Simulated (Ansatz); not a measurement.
# Sc2COS MXene monolayer in a perpendicular field, part 2 of 2

What dipole does a perpendicular field induce in the Sc2COS MXene monolayer? A positive field points along +c.

Ansatz 0.2.0; plane-wave DFT, PBE-D3(BJ), Ansatz PAW (set soft_1); PAW set soft_1.

So far. Step 2 (Relaxation): The lattice constant a goes from 3.226 to 3.300 Å.

**3. Single point, field 0**

A sawtooth potential applies the field, turning back in the middle of the vacuum. With the dipole correction the typed value is the field outside the slab. The induced dipole is small, so the SCF threshold is tight.

The cell differs from the one that the last finished run ended in (c 41.983 → 23.249 Å).

input.yaml reads:

```yaml
crystal:
  lattice:
    - [3.3002881803, 0.0, 0.0]
    - [-1.6501440901, 2.8581334039, 0.0]
    - [0.0, 0.0, 23.2494153014]
  atoms:
    - { symbol: S, position: [0.3333333333, 0.6666666667, 0.3871065093] }
    - { symbol: Sc, position: [0.6666666667, 0.3333333333, 0.4573723355] }
    - { symbol: C, position: [0.0, 0.0, 0.5110064662] }
    - { symbol: Sc, position: [0.3333333333, 0.6666666667, 0.5824091469] }
    - { symbol: O, position: [0.6666666667, 0.3333333333, 0.6128934907] }
kpoints:
  mp_grid: { grid: [18, 18, 1] }
  band_path:
    path: [[0, 0, 0], [0.5, 0, 0], [0.33333333, 0.33333333, 0], [0, 0, 0]]
    npoints: 16
hamiltonian:
  xc: pbe
  dispersion: d3bj
  pseudopotentials: { kind: paw, azcp: { folder: soft_1 } }
scf:
  occupations: { method: fermi_dirac, width: 0.02585 }
  convergence: { dr2_threshold: 1.0e-10 }
efield:
  axis: 3
  dipole_correction: true
  ramp_position: 0.97
  ramp_width: 0.06
  amplitude: 0
output:
  dos: { projected: true, e_range: [-6, 5] }
  write_potential: true
  write_density: true
  volumetric_format: npy
  elf: true
```

On the command line:

```bash
> ansatz run input.yaml --threads 2 --pin off --max-ram 3072MiB --backend cpu --events-out ev --progress --plain --runs-dir out
```

Numbers of over 12 decimals in the logs are rounded to 6 here.

Log:

```text
[...]
Crystal: 5 atoms, lattice volume = 219.304 Å³
Basis set: ecut = 420 eV, 4349 PW (Γ)
Bands: 24, of which v1, the nominal top of the filled ones, is band 19 counted from 1 (18 counted from 0)
Symmetry: 6 space group operations
[...]
k-points: 37 of 324 (time reversal used)
[...]
SCF iter   1: F=—  HF=-6002.065563 eV  |F-HF|=—  |Δ(HF+E_count)|=         —  Δρ=8.60e-2  dr2=4.92e1  ethr=3.10e-3  p=-0.000 e·Å  D=-1.59e-7 V/Å  ΔV_dip=0.00 eV  dr2_dipole=6.14e0  V_vac-E_F(+/−)=9.46/9.46 eV  ⟨swp⟩=7.7  Hψ=4901  notcnv=0
efield: sawtooth ramp at fractional position 0.9700 (set: `efield.ramp_position`, or a place that a band, a saddle search or an elastic batch's reference lends), width 0.0600; the density the first Hamiltonian is built on has a dipole p = -0.000 e·Å; the dipole correction subtracts the counter field D = -1.59e-7 V/Å, which shifts the + side's vacuum level by +0.00 eV against the − side's; the planar-averaged density in the ramp window peaks in size at 9.1e-7 e/Å³
[...]
SCF iter   2: F=—  HF=-6020.131949 eV  |F-HF|=—  |Δ(HF+E_count)|=    1.81e1  Δρ=2.40e-1  dr2=2.30e2  ethr=3.10e-3  p=-0.049 e·Å  D=-4.04e-2 V/Å  ΔV_dip=0.94 eV  dr2_dipole=3.14e1  V_vac-E_F(+/−)=4.69/3.75 eV  ⟨swp⟩=6.6  Hψ=3411  notcnv=0  defer=17  recentre
[...]
SCF iter  15: F=-5996.996558 eV  HF=-5996.996558 eV  |F-HF|=9.09e-13  |Δ(HF+E_count)|=  1.01e-10  Δρ=1.08e-7  dr2=2.30e-11  ethr=1.00e-12  p=0.019 e·Å  D=1.56e-2 V/Å  ΔV_dip=-0.36 eV  dr2_dipole=2.27e-13  V_vac-E_F(+/−)=6.22/6.58 eV  ⟨swp⟩=6.8  Hψ=3351  notcnv=0
SCF 1 converged in 15 iterations: F = -5996.996558 eV  dr2 = 2.30e-11
[...]
NSCF: frozen V_eff on 49 k-points
efield: sawtooth ramp at fractional position 0.9700 (kept from the solve that this one continues, or follows in the run), width 0.0600; the density the first Hamiltonian is built on has a dipole p = 0.019 e·Å; the dipole correction subtracts the counter field D = 1.56e-2 V/Å, which shifts the + side's vacuum level by -0.36 eV against the − side's; the planar-averaged density in the ramp window peaks in size at 1.0e-6 e/Å³
[...]
SCF converged after 15 iterations
Free energy (F): -5996.996558 eV
[...]
Internal energy: -5996.991567 eV  (E = F + TS)
E sigma→0 (E₀):  -5996.994063 eV
Entropy (-TS):   -0.004991 eV (-0.998 meV/atom)
Fermi energy:    -1.523592 eV
Dipole field:    D = 0.015569 V/Å  (p = 0.018868 e·Å, saw-weighted, corrected)
Work function:   Φ+ = 6.2226 eV   Φ− = 6.5846 eV
Levels:          The Fermi level and band energies are counted from a zero that moves with the ramp; work functions are not
[...]
--- Band table (eV; the first three rows and the last of 37) ---
  k-point 0: bands = [... 15 lower, -1.8913, -1.8913, -1.5653, -0.0226, -0.0226, 2.1661, 2.1661, 2.2292, ... 1 higher]
  k-point 1: bands = [... 15 lower, -2.1111, -1.8881, -1.3986, -0.2722, -0.1195, 2.1178, 2.2541, 2.3351, ... 1 higher]
  k-point 2: bands = [... 15 lower, -2.4345, -1.8830, -1.2453, -0.8557, -0.3522, 1.9809, 2.4366, 2.5060, ... 1 higher]
  k-point 36: bands = [... 15 lower, -3.7479, -3.3446, -2.7840, -2.3829, -2.0353, 2.1594, 2.8673, 3.1278, ... 1 higher]
```

Elapsed: 24 s, on 2 threads of Arm Neoverse V1, shared host; peak memory 0.54 GiB; 47 s of CPU time.

In the SCF lines HF is the Harris–Foulkes energy and dr2 the Hartree energy of the density residual, in eV; the loop may stop once dr2 is under the threshold and the program's other checks hold. Hψ counts applications of the Hamiltonian.

This step gave:

```
energy at zero smearing        : -5996.9941 eV
work function, upper face      : 6.223 eV
work function, lower face      : 6.585 eV
dipole along the normal        : 0.01887 e·Å
step between the vacuum levels : -0.3620 eV
```

Running mean over a fixed 2.8 Å (it still follows the layers) of the planar mean; the ramp of the sawtooth is left out. Table of electron's electrostatic potential energy less the Fermi level by z:

z (Å), electron's electrostatic potential energy less the Fermi level (eV) and a bar from the least value:
```
      3.0       6.58 ##############################
      3.5       6.58 ##############################
      4.0       6.58 ##############################
      4.5       6.58 ##############################
      5.0       6.58 ##############################
      5.5       6.58 ##############################
      6.0       6.56 ##############################
      6.5       6.44 ##############################
      7.0       5.83 ############################
      7.5       3.96 ########################
      8.0       1.61 ###################
      8.5      -0.28 ##############
      9.0      -2.53 #########
      9.5      -5.29 ###
     10.0      -6.51 
     10.5      -6.38 
     11.0      -6.00 #
     11.5      -5.53 ##
     12.0      -5.21 ###
     12.5      -5.63 ##
     13.0      -6.42 
     13.5      -5.78 ##
     14.0      -4.63 ####
     14.5      -2.95 ########
     15.0      -0.06 ###############
     15.5       3.16 ######################
     16.0       5.38 ###########################
     16.5       6.08 #############################
     17.0       6.20 #############################
     17.5       6.22 #############################
     18.0       6.22 #############################
     18.5       6.22 #############################
     19.0       6.22 #############################
     19.5       6.22 #############################
     20.0       6.22 #############################
```

The density of states has structure finer than the step of the table below, so its rows give means over 0.2 eV, whole bins alone (the curve runs from -6 to 1.99 eV). Peaks (eV: height): -3.44: 9.83, -2.58: 10.5, -2.53: 9.76, -2.39: 15.4, -1.89: 9.51, -1.26: 10.3, -0.76: 8.22.

Table of density of states by energy, zero at the Fermi level; means over each step:

| energy (eV) | density of states (states/eV a cell) |
| --- | --- |
| -4.2 | 0 |
| -4.0 | 0.0572 |
| -3.8 | 1.08 |
| -3.6 | 1.80 |
| -3.4 | 5.84 |
| -3.2 | 3.24 |
| -3.0 | 4.98 |
| -2.8 | 5.73 |
| -2.6 | 7.11 |
| -2.4 | 7.71 |
| -2.2 | 1.89 |
| -2.0 | 5.20 |
| -1.8 | 2.22 |
| -1.6 | 1.30 |
| -1.4 | 1.88 |
| -1.2 | 5.48 |
| -1.0 | 3.50 |
| -0.8 | 4.83 |
| -0.6 | 4.93 |
| -0.4 | 5.08 |
| -0.2 | 3.10 |
| 0.0 | 2.85 |
| 0.2 | 3.73 |
| 0.4 | 2.30 |
| 0.6 | 0.956 |
| 0.8 | 0.626 |
| 1.0 | 0.480 |
| 1.2 | 0.402 |
| 1.4 | 0.270 |
| 1.6 | 6.0e-4 |

Projected DOS per atom over height of the atomic layer and energy from the Fermi level. Layers: S Sc C Sc O from below.

Ten even steps from '_' (0.00 states/eV) to '@' (4.10 states/eV), each cell a mean:
```
__________
__________
__________
__________
::__--____
..__--____
--..==____
--::--____
--..::__..
::________
--....__..
--..____::
::__::::@@
::____::**
::____..++
______..::
__________
__________
__________
__________
__________
__________
```
Columns: height of the atomic layer (Å) from 9 to 14.2 (not evenly spaced); rows upwards: energy from the Fermi level (eV) from -5.96 to 1.96.

The electronic bands at the labelled points (eV, zero at the Fermi level):

| point | band 16 | band 17 | band 18 | band 19 | band 20 | band 21 | band 22 | band 23 |
| --- | --- | --- | --- | --- | --- | --- | --- | --- |
| Γ | -0.37 | -0.37 | -0.04 | 1.50 | 1.50 | 3.69 | 3.69 | 3.75 |
| halfway | -1.73 | -0.89 | -0.43 | 0.16 | 0.57 | 2.97 | 4.25 | 4.29 |
| M | -1.90 | -1.18 | -0.75 | -0.51 | 0.32 | 2.56 | 4.39 | 4.69 |
| halfway | -1.87 | -1.52 | -1.04 | -0.73 | -0.28 | 3.26 | 4.29 | 4.48 |
| K | -2.22 | -1.82 | -1.26 | -0.86 | -0.51 | 3.68 | 4.39 | 4.65 |
| halfway | -1.91 | -1.09 | -0.57 | -0.14 | 0.21 | 3.39 | 3.76 | 4.51 |
| Γ | -0.37 | -0.37 | -0.04 | 1.50 | 1.50 | 3.69 | 3.69 | 3.75 |

Valence density in the ca plane at fractional y = 0.333, with atoms of Sc and O within 0.2 Å of it. It is the smooth field of the valence electrons, not physical close to the nuclei.

Ten steps, logarithmic in the rise over the least value, from '0' (0.0 e/Å³) to '9' (7.7 e/Å³), each cell a mean:
```
00000000000001123334554322223454310000000000
00000000000000112247886321124687521000000000
00000000000000011258998421124799731000000000
00000000000000111248997421124798631000000000
00000000000000122235775322123566420000000000
00000000000001233333333332223333210000000000
00000000000001234432223333233321100000000000
00000000000001344432223333333321000000000000
00000000000001233332223333223332100000000000
```
Columns run along c (16.0 Å, from fractional 0.14 to 0.83 of the cell), rows up along a (3.3 Å). Atoms in or near the plane, at fractional coordinates: Sc at (0.46, 0.67), O at (0.61, 0.67).

ELF in the ca plane at fractional y = 0.333, with atoms of Sc and O within 0.2 Å of it. It is the smooth field of the valence electrons, not physical close to the nuclei.

Ten even steps from '0' (0.00) to '9' (0.82), each cell a mean:
```
00000000000012466523542244202588853100000000
00000000000000122127776112126999974200000000
00000000000000011037237201138967985210000000
00000000000000111037557201127978985200000000
00000000000001344325774123114799974100000000
00000000000024678741222466201246542000000000
00000000000146899973125787312111100000000000
00000000000247999974236887312200000000000000
00000000000136899852113677301112320000000000
```
Columns run along c (16.0 Å, from fractional 0.14 to 0.83 of the cell), rows up along a (3.3 Å). Atoms in or near the plane, at fractional coordinates: Sc at (0.46, 0.67), O at (0.61, 0.67).

Electrostatic potential energy in the ca plane at fractional y = 0.333, with atoms of Sc and O within 0.2 Å of it. With pseudopotentials it is smooth inside the atoms' cores, unlike the true potential.

Ten even steps from '0' (-39 eV) to '9' (5 eV), each cell a mean:
```
99999999999999998875446889988878999999999999
99999999999999999861002689998512799999999999
99999999999999999840000589998200399999999999
99999999999999999850001689998300599999999999
99999999999999999874124789988755899999999999
99999999999999988887667889887788999999999999
99999999999999987888888888876678999999999999
99999999999999877888888888876678999999999999
99999999999999988888788888877788999999999999
```
Columns run along c (16.0 Å, from fractional 0.14 to 0.83 of the cell; values clipped at the 3rd and 97th percentile), rows up along a (3.3 Å). Atoms in or near the plane, at fractional coordinates: Sc at (0.46, 0.67), O at (0.61, 0.67).

The work function of the upper face is 6.22 eV.

**4. Single point, field 0.1 V/Å**

Changes to input.yaml since step 3:

```diff
@@ -26,7 +26,6 @@
   dipole_correction: true
-  ramp_position: 0.97
-  ramp_width: 0.06
-  amplitude: 0
+  ramp_position: 0.9437
+  ramp_width: 0.1101
+  amplitude: 0.1
 output:
-  dos: { projected: true, e_range: [-6, 5] }
   write_potential: true
@@ -34,2 +33 @@
   volumetric_format: npy
-  elf: true
```

Log:

```text
[...]
Crystal: 5 atoms, lattice volume = 219.304 Å³
Basis set: ecut = 420 eV, 4349 PW (Γ)
Bands: 24, of which v1, the nominal top of the filled ones, is band 19 counted from 1 (18 counted from 0)
Symmetry: 6 space group operations
[...]
k-points: 37 of 324 (time reversal used)
[...]
k-point 0: bands = [... 15 lower, -1.9118, -1.9118, -1.5861, -0.0431, -0.0431, 2.1508, 2.1508, 2.2140, ... 1 higher]
  k-point 1: bands = [... 15 lower, -2.1305, -1.9086, -1.4200, -0.2926, -0.1399, 2.1033, 2.2392, 2.3188, ... 1 higher]
  k-point 2: bands = [... 15 lower, -2.4521, -1.9035, -1.2671, -0.8756, -0.3724, 1.9668, 2.4237, 2.4884, ... 1 higher]
  k-point 36: bands = [... 15 lower, -3.7593, -3.3583, -2.8115, -2.3989, -2.0441, 2.1546, 2.8720, 3.1093, ... 1 higher]
[key lines of the parts left out:]
SCF converged after 15 iterations
Free energy (F): -5997.000192 eV
Fermi energy:    -1.541165 eV
Dipole field:    D = 0.044398 V/Å  (p = 0.053808 e·Å, saw-weighted, corrected)
```

Wall time 24 s (2 threads); peak memory 0.52 GiB.

The dipole is 0.0538 e·Å, 0.0349 e·Å from its value without field.

**5. Single point, field -0.1 V/Å**

Changes to input.yaml since step 4:

```diff
@@ -28,3 +28,3 @@
   ramp_width: 0.1101
-  amplitude: 0.1
+  amplitude: -0.1
 output:
```

Log:

```text
[...]
Crystal: 5 atoms, lattice volume = 219.304 Å³
Basis set: ecut = 420 eV, 4349 PW (Γ)
Bands: 24, of which v1, the nominal top of the filled ones, is band 19 counted from 1 (18 counted from 0)
Symmetry: 6 space group operations
[...]
k-points: 37 of 324 (time reversal used)
[...]
k-point 0: bands = [... 15 lower, -1.8722, -1.8722, -1.5460, -0.0036, -0.0036, 2.1797, 2.1797, 2.2419, ... 1 higher]
  k-point 1: bands = [... 15 lower, -2.0931, -1.8690, -1.3786, -0.2533, -0.1006, 2.1304, 2.2673, 2.3493, ... 1 higher]
  k-point 2: bands = [... 15 lower, -2.4182, -1.8639, -1.2249, -0.8373, -0.3334, 1.9932, 2.4477, 2.5215, ... 1 higher]
  k-point 36: bands = [... 15 lower, -3.7376, -3.3320, -2.7578, -2.3683, -2.0278, 2.1625, 2.8610, 3.1448, ... 1 higher]
[key lines of the parts left out:]
SCF converged after 15 iterations
Free energy (F): -5996.996418 eV
Fermi energy:    -1.507390 eV
Dipole field:    D = -0.013256 V/Å  (p = -0.016066 e·Å, saw-weighted, corrected)
```

Wall time 23 s (2 threads); peak memory 0.52 GiB; 46 s of CPU time.

The dipole is -0.0161 e·Å, -0.0349 e·Å from its value without field.

**6. Response, atoms held**

This step: plane-wave DFT, PBE-D3(BJ), Ansatz PAW (set soft_1); response to a field along the normal, atoms held; PAW set soft_1 (Ansatz 0.2.0).

The dipoles give the slope, and the difference of two potentials shows where the field is screened.

This step gave:

- equivalent conductor thickness p/(ε₀AE): 6.702 Å
- distance between the outer atoms: 5.249 Å

Table of dipole of the cell by applied field:

| applied field (V/Å) | dipole of the cell (e·Å) |
| --- | --- |
| -0.1000 | -0.0161 |
| 0.0000 | 0.0189 |
| 0.1000 | 0.0538 |

Local field over the applied field, running mean. From the potentials at -0.1 and 0.1 V/Å; running mean over 2.5 Å. The local field over applied field by z:

| z (Å) | local field over applied field |
| --- | --- |
| 4.5 | 1.000 |
| 5.0 | 0.998 |
| 5.5 | 0.994 |
| 6.0 | 0.979 |
| 6.5 | 0.938 |
| 7.0 | 0.842 |
| 7.5 | 0.687 |
| 8.0 | 0.507 |
| 8.5 | 0.321 |
| 9.0 | 0.155 |
| 9.5 | 0.0504 |
| 10.0 | 0.00826 |
| 10.5 | -0.00448 |
| 11.0 | 0.00633 |
| 11.5 | 0.0374 |
| 12.0 | 0.0726 |
| 12.5 | 0.0928 |
| 13.0 | 0.118 |
| 13.5 | 0.166 |
| 14.0 | 0.251 |
| 14.5 | 0.376 |
| 15.0 | 0.539 |
| 15.5 | 0.707 |
| 16.0 | 0.848 |
| 16.5 | 0.938 |
| 17.0 | 0.979 |
| 17.5 | 0.993 |
| 18.0 | 0.998 |
| 18.5 | 0.999 |
| 19.0 | 1.000 |

Electrons, planar mean, per unit field. Table of induced electron density by z:

| z (Å) | induced electron density (e/Å³ per V/Å) |
| --- | --- |
| 4.07 | 5.1e-7 |
| 4.50 | 1.7e-6 |
| 4.94 | 5.4e-6 |
| 5.23 | 1.2e-5 |
| 5.67 | 3.7e-5 |
| 6.10 | 1.1e-4 |
| 6.54 | 3.1e-4 |
| 6.97 | 8.0e-4 |
| 7.27 | 0.00143 |
| 7.70 | 0.00292 |
| 8.14 | 0.00390 |
| 8.57 | 0.00217 |
| 9.01 | 8.6e-4 |
| 9.45 | 9.0e-4 |
| 9.74 | 3.6e-4 |
| 10.17 | -4.4e-4 |
| 10.61 | -2.4e-4 |
| 11.04 | 1.9e-5 |
| 11.48 | -4.8e-5 |
| 11.77 | -4.9e-4 |
| 12.21 | -7.6e-4 |
| 12.64 | -0.00101 |
| 13.08 | 4.6e-4 |
| 13.51 | 0.00102 |
| 13.80 | -6.6e-4 |
| 14.24 | -0.00161 |
| 14.68 | -0.00275 |
| 15.11 | -0.00334 |
| 15.55 | -0.00192 |
| 15.98 | -8.5e-4 |
| 16.27 | -4.7e-4 |
| 16.71 | -1.8e-4 |
| 17.15 | -6.3e-5 |
| 17.58 | -2.1e-5 |
| 18.02 | -6.8e-6 |
| 18.31 | -3.2e-6 |
| 18.74 | -1.0e-6 |
| 19.18 | -2.9e-7 |

By hand: between -0.1 and 0.1 V/Å the dipole changes by 0.06987 e·Å, a slope of 0.3494 e·Å²/V. A perfect conductor of thickness t has p = ε₀AEt, so t = 180.95 × 0.3494 / 9.433 = 6.70 Å (e/ε₀ = 180.95 V·Å, A in Å²).

The induced dipole is that of a conductor 6.70 Å thick.

**7. Outcome**

| Quantity | Value |
| --- | --- |
| gap without field | none |
| work function, upper face | 6.22 eV |
| step between the vacuum levels | -0.362 eV |
| equivalent conductor thickness, atoms held | 6.70 Å |

In words: The induced dipole equals that of a perfect conductor 6.70 Å thick, while the outer atoms lie 5.25 Å apart. The two faces differ: the vacuum level above lies 0.36 eV lower than the one below. There is no gap over 0.03 eV, with or without the field. The main runs have no spin polarisation; a magnetic state could lie lower and would change these results. The MXene's terminations sit over the metal atoms of its far layer; the site over carbon or nitrogen, which some compounds prefer, was not run.

[Logs are printed without paths, hosts, clocks, repeated set-up lines and the standing remarks that a program may print on its own settings, such as how far it seeks lower states.]

[Hosts, paths, dates, database ids (printed as entryN), source tags and the programs' standing remarks are cut or masked in the printed files.]

[Maps of the electrostatic potential energy from Ansatz leave out the sawtooth potential of an applied field or a dipole correction, so their vacuum need not be flat; planar profiles and work functions include it.]

[The density of states shown here was stored with 400 of the rows of the run's finer table, so its peaks can read low, often by over a quarter, or be missed, and its means over a window can be off by a tenth or more.]
